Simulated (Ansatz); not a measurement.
# Stack of 1T-SbSBr under In2Se2, shifted by two thirds of the diagonal in a perpendicular field

Aim: how the stack of 1T-SbSBr under In2Se2, shifted by two thirds of the diagonal screens a field along its normal, and what the field does to its bands. A positive field points along +c.

Program: Ansatz 0.2.0. Level of theory: plane-wave DFT, PBE-D3(BJ), Ansatz PAW, in the first sound run; inputs show where later runs differ. Results are calculated unless marked as measured.

Most raw output is cut from this account.

## Step 1: The starting structure

The cell holds 7 atoms: 1 Br, 1 Sb, 1 S, 2 Se and 2 In. Its edges and angles: a = 4.095 Å, b = 4.095 Å, c = 52.995 Å, α = 90.0°, β = 90.0°, γ = 120.0°. Regions: layer 1: 1T-SbSBr, 3 atoms (1 Br, 1 Sb and 1 S); layer 2: In2Se2, 4 atoms (2 Se and 2 In). Vacuum lies along c.

Coordinates:

```cif
data_structure
_symmetry_space_group_name_H-M 'P 1'
_symmetry_Int_Tables_number 1
_cell_length_a 4.0951
_cell_length_b 4.0951
_cell_length_c 52.9947
_cell_angle_alpha 90.000
_cell_angle_beta 90.000
_cell_angle_gamma 120.000
_cell_volume 769.66
loop_
_atom_site_label
_atom_site_type_symbol
_atom_site_fract_x
_atom_site_fract_y
_atom_site_fract_z
_atom_site_occupancy
Br1 Br 0.66667 0.33333 0.39627 1
Sb2 Sb 0.00000 0.00000 0.42629 1
S3 S 0.33333 0.66667 0.44913 1
Se4 Se 0.00000 0.00000 0.50669 1
In5 In 0.66667 0.33333 0.52842 1
In6 In 0.66667 0.33333 0.58201 1
Se7 Se 0.00000 0.00000 0.60373 1
```

## Step 2: Relaxing the slab

The starting cell is a guess, so the in-plane lattice and the atoms are relaxed first, with the slab cut off from its images along the normal.

input.yaml

```yaml
crystal:
  lattice:
    - [4.095125, 0.0, 0.0]
    - [-2.0475625, 3.5464822817, 0.0]
    - [0.0, 0.0, 52.9946636305]
  atoms:
    - { symbol: Br, position: [0.6666666667, 0.3333333333, 0.3962663137] }
    - { symbol: Sb, position: [0.0, 0.0, 0.426294077] }
    - { symbol: S, position: [0.3333333333, 0.6666666667, 0.449134923] }
    - { symbol: Se, position: [0.0, 0.0, 0.5066878875] }
    - { symbol: In, position: [0.6666666667, 0.3333333333, 0.5284156362] }
    - { symbol: In, position: [0.6666666667, 0.3333333333, 0.5820059377] }
    - { symbol: Se, position: [0.0, 0.0, 0.6037336863] }
  periodic: [true, true, false]
kpoints:
  mp_grid: { grid: [12, 12, 1] }
hamiltonian:
  xc: pbe
  dispersion: d3bj
scf:
  occupations: { method: fermi_dirac, width: 0.05 }
  convergence: { dr2_threshold: 1.0e-09 }
relax:
  f_tol: 0.004
  max_steps: 90
  cell: {}
output:
  write_potential: true
  write_density: true
  volumetric_format: npy
```

Started as:

```sh
$ ansatz run input.yaml --threads 4 --pin off --max-ram 6144MiB --backend cpu --events-out ev --progress --plain --runs-dir out
```

Wall time 6.4 min (4 threads of Arm Neoverse N1, shared host); peak memory 1.8 GiB; 25 min of CPU time.

Relaxation path:

| step | energy less that of the first step (eV) | largest force component (eV/Å) | volume (Å³) |
| --- | --- | --- | --- |
| 1 | 0.0000 | 1.4452 | 769.66 |
| 2 | -0.2695 | 0.8195 | 767.40 |
| 3 | -0.3298 | 0.2514 | 745.78 |
| 4 | -0.3501 | 0.1263 | 742.98 |
| 5 | -0.3580 | 0.1196 | 736.11 |
| 6 | -0.3594 | 0.0376 | 733.38 |
| 7 | -0.3595 | 0.0409 | 732.13 |
| 8 | -0.3597 | 0.0009 | 732.52 |
| 9* | -0.3581 | 0.0010 | 732.52 |

Relaxation steps marked * repeat the geometry before them on a plane-wave basis chosen anew for their cell, so energy and pressure can jump there.

The run keeps the 6 symmetry operations that it works with, so distortions that break them were not tested.

| cell as run | before | after | change |
| --- | --- | --- | --- |
| a (Å) | 4.095 | 3.995 | -2.4 % |
| b (Å) | 4.095 | 3.995 | -2.4 % |

The atoms that moved most (Å, along periodic axes as changes of fractional coordinates times the final cell, across vacuum about the mean position):

| atom | dx | dy | dz | length |
| --- | --- | --- | --- | --- |
| Br1 | 0.000 | 0.000 | -0.340 | 0.340 |
| Se7 | 0.000 | 0.000 | 0.189 | 0.189 |
| S3 | 0.000 | 0.000 | 0.137 | 0.137 |
| In5 | 0.000 | 0.000 | 0.077 | 0.077 |
| Se4 | 0.000 | 0.000 | -0.077 | 0.077 |
| In6 | 0.000 | 0.000 | 0.029 | 0.029 |
| Sb2 | 0.000 | 0.000 | -0.016 | 0.016 |

The lattice constant a goes from 4.095 to 3.995 Å.

## Step 3: Atoms held, field 0

A sawtooth potential applies the field, turning back in the middle of the vacuum. With the dipole correction the typed value is the field outside the slab. The induced dipole is small, so the SCF threshold is tight.

The cell differs from the one that the last finished run ended in (c 52.995 → 29.524 Å).

input.yaml

```yaml
crystal:
  lattice:
    - [3.9951131975, 0.0, 0.0]
    - [-1.9975565987, 3.45986952, 0.0]
    - [0.0, 0.0, 29.5240169852]
  atoms:
    - { symbol: Br, position: [0.6666666667, 0.3333333333, 0.3048365676] }
    - { symbol: Sb, position: [0.0, 0.0, 0.3697190469] }
    - { symbol: S, position: [0.3333333333, 0.6666666667, 0.4158934825] }
    - { symbol: Se, position: [0.0, 0.0, 0.5119430447] }
    - { symbol: In, position: [0.6666666667, 0.3333333333, 0.5561649857] }
    - { symbol: In, position: [0.6666666667, 0.3333333333, 0.6507239149] }
    - { symbol: Se, position: [0.0, 0.0, 0.6951634324] }
kpoints:
  mp_grid: { grid: [12, 12, 1] }
  band_path:
    path: [[0, 0, 0], [0.5, 0, 0], [0.33333333, 0.33333333, 0], [0, 0, 0]]
    npoints: 16
hamiltonian:
  xc: pbe
  dispersion: d3bj
scf:
  occupations: { method: fermi_dirac, width: 0.05 }
  convergence: { dr2_threshold: 1.0e-10 }
efield:
  axis: 3
  dipole_correction: true
  ramp_position: 0.97
  ramp_width: 0.06
  amplitude: 0
output:
  dos: { projected: true, e_range: [-6, 5] }
  bader: true
  write_potential: true
  write_density: true
  volumetric_format: npy
  elf: true
```

Run time: 65 s. Hardware: 4 threads; peak memory 1.3 GiB.

Numbers from this step:

```
dipole along the normal            : 0.01036 e·Å
gap along the path                 : 0.9325 eV
smallest direct gap along the path : 0.9577 eV
step between the vacuum levels     : -0.1357 eV
ionisation energy, upper face      : 5.710 eV
electron affinity, upper face      : 4.777 eV
ionisation energy, lower face      : 5.845 eV
gap, the smaller of path and mesh  : 0.9325 eV
```

Running mean over a fixed 2.5 Å (it still follows the layers) of the planar mean; the ramp of the sawtooth is left out. The electron's electrostatic potential energy less the Fermi level by z:

z (Å), electron's electrostatic potential energy less the Fermi level (eV) and a bar from the least value:
```
        4       5.33 ##############################
        5       5.33 ##############################
        6       5.31 ##############################
        7       4.85 #############################
        8       0.78 #################
        9      -2.42 ########
       10      -4.95 
       11      -5.04 
       12      -4.12 ###
       13      -0.11 ##############
       14       1.20 ##################
       15      -2.21 ########
       16      -4.97 
       17      -2.93 ######
       18      -1.81 #########
       19      -3.89 ###
       20      -4.61 #
       21      -0.39 #############
       22       3.33 ########################
       23       5.05 #############################
       24       5.18 ##############################
       25       5.19 ##############################
       26       5.19 ##############################
```

The density of states has structure finer than the step of the table below, so its rows give means over 0.25 eV, whole bins alone (the curve runs from -6 to 2.41 eV). Peaks (eV: height): -5.310: 11.9, -3.380: 14.1, -2.800: 18.1, -2.750: 15.0, -2.500: 17.0, -2.090: 12.7, 2.050: 11.1.

Density of states against energy, zero at the Fermi level of the run, which the smearing sets inside the gap; means over each step:

| energy (eV) | density of states (states/eV a cell) |
| --- | --- |
| -5.75 | 0.0145 |
| -5.50 | 3.21 |
| -5.25 | 5.13 |
| -5.00 | 2.37 |
| -4.75 | 3.59 |
| -4.50 | 2.66 |
| -4.25 | 3.27 |
| -4.00 | 4.52 |
| -3.75 | 3.49 |
| -3.50 | 5.02 |
| -3.25 | 4.76 |
| -3.00 | 5.43 |
| -2.75 | 10.0 |
| -2.50 | 8.17 |
| -2.25 | 7.17 |
| -2.00 | 6.36 |
| -1.75 | 4.52 |
| -1.50 | 4.78 |
| -1.25 | 4.97 |
| -1.00 | 4.38 |
| -0.75 | 1.17 |
| -0.50 | 0.520 |
| -0.25 | 0 |
| 0.00 | 0 |
| 0.25 | 0 |
| 0.50 | 0.110 |
| 0.75 | 0.322 |
| 1.00 | 0.591 |
| 1.25 | 2.72 |
| 1.50 | 2.47 |
| 1.75 | 6.16 |
| 2.00 | 8.44 |
| 2.25 | 4.18 |

Projected DOS per atom over height of the atomic layer and energy from the Fermi level. Layers: Br Sb S Se In In Se from below.

Ten even steps from '0' (0.00 states/eV) to '9' (3.02 states/eV), each cell a mean:
```
0411221
1523443
0310000
0200000
0000000
0000000
0000000
0000000
0001001
3242102
1023114
2016116
7034116
9054115
4022101
3123112
4231000
2221000
2220000
1211001
1221112
0000000
```
Columns: height of the atomic layer (Å) from 9 to 20.5 (not evenly spaced); rows upwards: energy from the Fermi level (eV) from -5.96 to 2.41.

The electronic bands at the labelled points (eV, zero at the Fermi level of the run, which the smearing sets inside the gap):

| point | band 40 | band 41 | band 42 | band 43 | band 44 | band 45 | band 46 | band 47 |
| --- | --- | --- | --- | --- | --- | --- | --- | --- |
| Γ | -1.23 | -1.13 | -1.13 | -0.54 | 0.42 | 1.13 | 1.60 | 1.60 |
| halfway | -1.80 | -1.66 | -1.13 | -0.90 | 1.17 | 2.03 | 2.17 | 2.32 |
| M | -2.25 | -2.09 | -1.80 | -1.65 | 1.16 | 1.52 | 1.72 | 2.71 |
| halfway | -2.52 | -2.14 | -1.73 | -1.30 | 1.84 | 1.85 | 2.09 | 2.59 |
| K | -2.53 | -2.18 | -1.90 | -1.08 | 1.70 | 2.05 | 2.65 | 2.69 |
| halfway | -2.17 | -2.03 | -1.02 | -0.92 | 1.65 | 2.11 | 2.30 | 2.50 |
| Γ | -1.23 | -1.13 | -1.13 | -0.54 | 0.42 | 1.13 | 1.60 | 1.60 |

ELF in the ca plane at fractional y = 0.000, with atoms of Sb and Se within 0.2 Å of it. It is the smooth field of the valence electrons, not physical close to the nuclei.

Values, 6 rows by 16 columns, each cell a mean:
```
0.00 0.00 0.03 0.08 0.36 0.13 0.27 0.06 0.68 0.60 0.67 0.21 0.04 0.36 0.64 0.69
0.00 0.03 0.27 0.43 0.29 0.34 0.38 0.21 0.33 0.70 0.52 0.22 0.20 0.26 0.61 0.70
0.00 0.09 0.55 0.77 0.34 0.19 0.61 0.53 0.05 0.19 0.21 0.28 0.41 0.23 0.22 0.16
0.00 0.08 0.50 0.72 0.31 0.23 0.56 0.46 0.09 0.33 0.27 0.26 0.37 0.23 0.31 0.31
0.00 0.02 0.16 0.27 0.32 0.33 0.33 0.13 0.45 0.76 0.61 0.20 0.13 0.29 0.69 0.77
0.00 0.00 0.01 0.07 0.35 0.05 0.27 0.06 0.73 0.47 0.64 0.21 0.03 0.37 0.57 0.61
```
Columns run along c (16.0 Å, from fractional 0.19 to 0.73 of the cell), rows up along a (4.0 Å). Atoms in or near the plane, at fractional coordinates: Sb at (0.37, 0.00), Se at (0.51, 0.00), Se at (0.70, 0.00).

Electrostatic potential energy in the ca plane at fractional y = 0.000, with atoms of Sb and Se within 0.2 Å of it. With pseudopotentials it is smooth inside the atoms' cores, unlike the true potential.

Ten even steps from '0' (-25 eV) to '9' (6 eV), each cell a mean:
```
99999999999999999999873000026899972454268999
99999999999999999999985200147899985222588999
99999999999999999999988654678999998767788889
99999999999999999998888888888899999988877789
99999999999999999988889998888899999998766788
99999999999999999988889888888899999998777788
99999999999999999999888777788899999888878889
99999999999999999999987421368999997434788899
99999999999999999999974000037899983232378999
99999999999999999999872000016899972565168999
```
Columns run along c (16.0 Å, from fractional 0.07 to 0.61 of the cell; values clipped at the 3rd and 97th percentile), rows up along a (4.0 Å). Atoms in or near the plane, at fractional coordinates: Sb at (0.37, 0.00), Se at (0.51, 0.00).

Valence density in the ca plane at fractional y = 0.000, with atoms of Sb and Se within 0.2 Å of it. It is the smooth field of the valence electrons, not physical close to the nuclei.

Values in e/Å³, 6 rows by 16 columns, each cell a mean:
```
 0  0  0  0  0  0  0  0  3  5  0  0  2  8  0  0
 0  0  0  0  0  0  0  0  0  0  0  0  0  0  0  0
 0  0  0  0  0  0  0  0  0  0  0  0  0  0  0  0
 0  0  0  0  0  0  0  0  0  0  0  0  0  0  0  0
 0  0  0  0  0  0  0  0  1  1  0  0  0  1  0  0
 0  0  0  0  0  0  0  0  4  8  0  0  2 14  0  0
```
Columns run along c (16.0 Å, from fractional 0.07 to 0.61 of the cell), rows up along a (4.0 Å). Atoms in or near the plane, at fractional coordinates: Sb at (0.37, 0.00), Se at (0.51, 0.00).

The gap is 0.93 eV, with the valence edge 5.71 eV and the conduction edge 4.78 eV under the upper vacuum level. Spin-orbit coupling, left out in this run, matters for the bands of elements this heavy.

## Step 4: Atoms held, field 0.03 V/Å

input.yaml: that of step 3 with these lines changed.

```diff
@@ -29,6 +29,4 @@
   ramp_width: 0.06
-  amplitude: 0
+  amplitude: 0.03
 output:
-  dos: { projected: true, e_range: [-6, 5] }
-  bader: true
   write_potential: true
@@ -36,2 +34 @@
   volumetric_format: npy
-  elf: true
```

The job ended after 51 s (4 threads; peak memory 1.2 GiB).

The dipole is 0.0389 e·Å, 0.0285 e·Å from its value without field, and the gap 0.913 eV.

## Step 5: Single point, field -0.03 V/Å

input.yaml: that of step 4 with these lines changed.

```diff
@@ -29,3 +29,3 @@
   ramp_width: 0.06
-  amplitude: 0.03
+  amplitude: -0.03
 output:
```

Elapsed: 51 s, on 4 threads; peak memory 1.2 GiB.

The dipole is -0.0182 e·Å, -0.0285 e·Å from its value without field, and the gap 0.952 eV.

## Step 6: Atoms held, field 0.15 V/Å

input.yaml: that of step 5 with these lines changed.

```diff
@@ -29,3 +29,3 @@
   ramp_width: 0.06
-  amplitude: -0.03
+  amplitude: 0.15
 output:
```

The job ended after 50 s (4 threads; peak memory 1.2 GiB; 3.3 min of CPU time).

The dipole is 0.153 e·Å, 0.143 e·Å from its value without field, and the gap 0.831 eV.

## Step 7: Single point, field 0.25 V/Å

input.yaml: that of step 6 with these lines changed.

```diff
@@ -29,3 +29,3 @@
   ramp_width: 0.06
-  amplitude: 0.15
+  amplitude: 0.25
 output:
```

The job ended after 49 s (4 threads; peak memory 1.1 GiB).

The dipole is 0.248 e·Å, 0.238 e·Å from its value without field, and the gap 0.762 eV.

## Step 8: Single point, field -0.25 V/Å

input.yaml: that of step 7 with these lines changed.

```diff
@@ -29,4 +29,6 @@
   ramp_width: 0.06
-  amplitude: 0.25
+  amplitude: -0.25
 output:
+  dos: { projected: true, e_range: [-6, 5] }
+  bader: true
   write_potential: true
@@ -34 +36,2 @@
   volumetric_format: npy
+  elf: true
```

Elapsed: 68 s, on 4 threads; peak memory 1.3 GiB; 4.4 min of CPU time.

The dipole is -0.227 e·Å, -0.238 e·Å from its value without field, and the gap 1.085 eV.

## Step 9: Response, atoms held

This step: plane-wave DFT, PBE-D3(BJ), Ansatz PAW; response to a field along the normal, atoms held (Ansatz 0.2.0).

The dipoles give the slope, and the difference of two potentials shows where the field is screened.

Numbers from this step:

| Item | Value |
| --- | --- |
| equivalent conductor thickness p/(ε₀AE) | 12.44 Å |
| distance between the outer atoms | 11.52 Å |

Dipole of the cell against applied field:

| applied field (V/Å) | dipole of the cell (e·Å) |
| --- | --- |
| -0.250 | -0.227 |
| -0.030 | -0.0182 |
| 0.000 | 0.0104 |
| 0.030 | 0.0389 |
| 0.150 | 0.153 |
| 0.250 | 0.248 |

Local field over the applied field, running mean. From the potentials at -0.03 and 0.03 V/Å; running mean over 2.5 Å. The local field over applied field by z:

| z (Å) | local field over applied field |
| --- | --- |
| 5 | 0.998 |
| 6 | 0.978 |
| 7 | 0.846 |
| 8 | 0.530 |
| 9 | 0.211 |
| 10 | 0.0700 |
| 11 | 0.0429 |
| 12 | 0.102 |
| 13 | 0.235 |
| 14 | 0.246 |
| 15 | 0.124 |
| 16 | 0.0587 |
| 17 | 0.0676 |
| 18 | 0.0933 |
| 19 | 0.0637 |
| 20 | 0.0787 |
| 21 | 0.286 |
| 22 | 0.636 |
| 23 | 0.907 |
| 24 | 0.987 |
| 25 | 0.998 |

Electrons, planar mean, per unit field. The induced electron density by z:

| z (Å) | induced electron density (e/Å³ per V/Å) |
| --- | --- |
| 4.5 | 2.2e-6 |
| 5.0 | 7.7e-6 |
| 5.5 | 2.8e-5 |
| 6.0 | 9.3e-5 |
| 6.5 | 2.9e-4 |
| 7.0 | 8.4e-4 |
| 7.5 | 0.00209 |
| 8.0 | 0.00351 |
| 8.5 | 0.00236 |
| 9.0 | 8.3e-4 |
| 9.5 | 4.2e-4 |
| 10.0 | -1.7e-4 |
| 10.5 | 3.7e-5 |
| 11.0 | 6.4e-4 |
| 11.5 | -8.6e-5 |
| 12.0 | -9.0e-4 |
| 12.5 | -0.00117 |
| 13.0 | -0.00166 |
| 13.5 | -4.7e-4 |
| 14.0 | 0.00147 |
| 14.5 | 0.00164 |
| 15.0 | 8.2e-4 |
| 15.5 | 3.7e-4 |
| 16.0 | -2.6e-4 |
| 16.5 | -9.5e-4 |
| 17.0 | 1.4e-4 |
| 17.5 | 5.9e-4 |
| 18.0 | -4.8e-4 |
| 18.5 | -5.0e-4 |
| 19.0 | 9.1e-4 |
| 19.5 | 6.0e-4 |
| 20.0 | -4.5e-4 |
| 20.5 | -7.3e-4 |
| 21.0 | -0.00193 |
| 21.5 | -0.00350 |
| 22.0 | -0.00252 |
| 22.5 | -0.00118 |
| 23.0 | -4.7e-4 |
| 23.5 | -1.7e-4 |
| 24.0 | -6.1e-5 |
| 24.5 | -2.0e-5 |
| 25.0 | -6.4e-6 |

The smaller of the gaps on the path and on the k-mesh, counted as 0 under 0.03 eV. The gap by applied field:

| applied field (V/Å) | gap (eV) |
| --- | --- |
| -0.250 | 1.08 |
| -0.030 | 0.952 |
| 0.000 | 0.932 |
| 0.030 | 0.913 |
| 0.150 | 0.831 |
| 0.250 | 0.762 |

By hand: between -0.03 and 0.03 V/Å the dipole changes by 0.05703 e·Å, a slope of 0.9505 e·Å²/V. A perfect conductor of thickness t has p = ε₀AEt, so t = 180.95 × 0.9505 / 13.823 = 12.44 Å (e/ε₀ = 180.95 V·Å, A in Å²).

The induced dipole is that of a conductor 12.44 Å thick.

## Step 10: With spin-orbit coupling

This step: plane-wave DFT, PBE, fully relativistic PAW with spin-orbit coupling (Ansatz 0.2.0).

Heavy atoms split their bands by spin-orbit coupling, so this run uses fully relativistic files and two-component states.

input.yaml: that of step 8 with these lines changed.

```diff
@@ -20,6 +20,9 @@
   xc: pbe
-  dispersion: d3bj
+  pseudopotentials: { kind: paw_fr }
+magnetization:
+  noncollinear: true
+  spin_orbit: true
 scf:
   occupations: { method: fermi_dirac, width: 0.05 }
-  convergence: { dr2_threshold: 1.0e-10 }
+  convergence: { dr2_threshold: 1.0e-09 }
 efield:
@@ -29,6 +32,4 @@
   ramp_width: 0.06
-  amplitude: -0.25
+  amplitude: 0
 output:
-  dos: { projected: true, e_range: [-6, 5] }
-  bader: true
   write_potential: true
@@ -36,2 +37 @@
   volumetric_format: npy
-  elf: true
```

Elapsed: 7.5 min, on 4 threads; peak memory 3.9 GiB.

Numbers from this step:

```yaml
dipole_along_the_normal: 0.01159 e·Å
gap_along_the_path: 0.8090 eV
smallest_direct_gap_along_the_path: 0.8255 eV
step_between_the_vacuum_levels: -0.1518 eV
ionisation_energy_upper_face: 5.651 eV
electron_affinity_upper_face: 4.842 eV
ionisation_energy_lower_face: 5.803 eV
gap_the_smaller_of_path_and_mesh: 0.8090 eV
```

Electronic bands along the path, in eV, zero at the Fermi level of the run, which the smearing sets inside the gap:

| point | band 83 | band 84 | band 85 | band 86 | band 87 | band 88 | band 89 | band 90 |
| --- | --- | --- | --- | --- | --- | --- | --- | --- |
| Γ | -0.97 | -0.97 | -0.48 | -0.48 | 0.37 | 0.37 | 1.15 | 1.15 |
| halfway | -1.12 | -1.05 | -0.86 | -0.86 | 1.14 | 1.17 | 2.03 | 2.05 |
| M | -1.75 | -1.75 | -1.61 | -1.61 | 1.17 | 1.17 | 1.54 | 1.54 |
| halfway | -1.72 | -1.68 | -1.30 | -1.22 | 1.76 | 1.84 | 1.87 | 1.96 |
| K | -1.92 | -1.83 | -1.09 | -0.98 | 1.72 | 1.73 | 1.98 | 2.16 |
| halfway | -1.03 | -0.96 | -0.88 | -0.87 | 1.50 | 1.70 | 2.10 | 2.23 |
| Γ | -0.97 | -0.97 | -0.48 | -0.48 | 0.37 | 0.37 | 1.15 | 1.15 |

The gap is 0.81 eV, with the valence edge 5.65 eV and the conduction edge 4.84 eV under the upper vacuum level.

[end of part 1 of 2]

[Logs are printed without paths, hosts, clocks, repeated set-up lines and the standing remarks that a program may print on its own settings, such as how far it seeks lower states.]

[Hosts, paths, dates, database ids (printed as entryN), source tags and the programs' standing remarks are cut or masked in the printed files.]

[Maps of the electrostatic potential energy from Ansatz leave out the sawtooth potential of an applied field or a dipole correction, so their vacuum need not be flat; planar profiles and work functions include it.]

[The density of states shown here was stored with 400 of the rows of the run's finer table, so its peaks can read low, often by over a quarter, or be missed, and its means over a window can be off by a tenth or more.]
